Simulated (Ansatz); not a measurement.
# BN: a line through a two-coordinate scan

The task here is to estimate one member of a computed series from the others.

Method: DFT PBE+D3(BJ), scalar-relativistic, plane waves, PAW, in Ansatz 0.2.0.

17 further runs of the same task are left out: 17 set aside as unsound or not needed.

## The system as given

It takes space group Fmm2 (No. 42, orthorhombic). Conventional cell: a = 2.507 Å, b = 6.676 Å, c = 4.337 Å, α = 90.00°, β = 90.00°, γ = 90.00°. Around B (site symmetry mm2) lie 3 N at 1.45 Å. N (site symmetry mm2) has 3 B at 1.45 Å as nearest neighbours.

Structure file:

```cif
data_structure
_symmetry_space_group_name_H-M 'Fmm2'
_symmetry_Int_Tables_number 42
_cell_length_a 2.5072
_cell_length_b 6.6758
_cell_length_c 4.3368
_cell_angle_alpha 90.000
_cell_angle_beta 90.000
_cell_angle_gamma 90.000
_cell_volume 72.59
loop_
_atom_site_label
_atom_site_type_symbol
_atom_site_symmetry_multiplicity
_atom_site_Wyckoff_symbol
_atom_site_fract_x
_atom_site_fract_y
_atom_site_fract_z
_atom_site_occupancy
B1 B 4 a 0.50000 0.00000 0.50010 1
N1 N 4 a 0.50000 0.00000 0.16660 1
```

It goes back to an entry of the Materials Project, which need not be the stable form.

It is the result of an earlier relaxation at this level (volume 9.07 Å³/atom; gap on the mesh: 3.66 eV).

## The scan

The energy is mapped over two homogeneous strains (x along [1 0 0], y along [0 1 0], z along [0 0 1] of the conventional cell).

The axes are (1) strain +e along x and -e along y: 7 values from −11.0 %; (2) strain +e along z and -e/2 along x and y: 7 values from −15 to 15 %.

Relaxed at each point: the atoms inside the fixed cell. Energies count from the relaxed crystal. Points are written as (first, second).

The first run:

File input.yaml:

```yaml
crystal:
  lattice:
    - [0.0, 3.8328981975, 1.8431309488]
    - [1.255706591, 0.0, 1.8431309488]
    - [1.255706591, 3.8328981975, 0.0]
  atoms:
    - { symbol: B, position: [0.0001022582, 0.0001022582, 0.9998977418] }
    - { symbol: "N", position: [0.6665977318, 0.6665977318, 0.3334022682] }
basis:
  ecutwfc: 520.0
kpoints:
  mp_grid: { grid: [12, 12, 12] }
hamiltonian:
  xc: pbe
  pseudopotentials: { kind: paw, azcp: { folder: soft_1 } }
  dispersion: d3bj
scf:
  occupations: { method: gaussian, width: 0.05 }
output:
  forces: true
  stress: true
  eigenvalues: true
relax:
  adjacent_minimum: "off"
  f_tol: 0.01
  max_steps: 30
```

The run is started by

```sh
$ ansatz run input.yaml --threads 1 --pin off --max-ram 2048MiB --backend cpu --events-out ev --progress --plain --runs-dir out
```

Among the steps run: Point (−7.3 %, −15 %); The run at (−7.3 %, −10 %); Grid point (−7.3 %, 0 %); Point (−7.3 %, 10 %); Point (−7.3 %, 15 %).

One table of the session follows, with a row left open; its other results are not shown here.

It belongs to the step «The line in numbers». 

```
strain +e along z and -e/2 along x and y (%)  energy (meV/atom)  slope (meV/atom per %)  pressure (GPa)  band gap on the k-mesh (eV)
                                         −15                711                     −87            68.9                         3.94
                                         −10                359                     −54            55.0                         4.44
                                          −5                176                     −20            41.2                         4.33
                                           0                  ?                       ?               ?                            ?
                                           5                285                      40            21.9                         2.92
                                          10                555                      67            17.8                         1.75
                                          15                952                      90            17.8                         0.66
```

Q: Estimate the row for strain +e along z and -e/2 along x and y (%) = 0 from the others.

Worked estimate for «energy (meV/atom)». A straight line through the neighbours (−5, 176) and (5, 285) gives 176 + (285 − 176) × (0 − −5) / (5 − −5) = 230; a parabola fitted to 4 rows on both sides gives 155.

The run gave: energy (meV/atom): 155; slope (meV/atom per %): 11; pressure (GPa): 30.0; band gap on the k-mesh (eV): 3.60. In «energy (meV/atom)» the line misses by +75 and the parabola by +0.

Energies count from the relaxed crystal. Rows without a step come from runs not printed here or follow by symmetry.

Along the line the energy is lowest at 0 %, 155 meV/atom from the zero. The highest point computed, at 15 %, lies 797 meV/atom above the lowest. The gap on the mesh closes on part of the grid.

To keep in mind: Warnings in the runs' records: stress scf threshold loose.
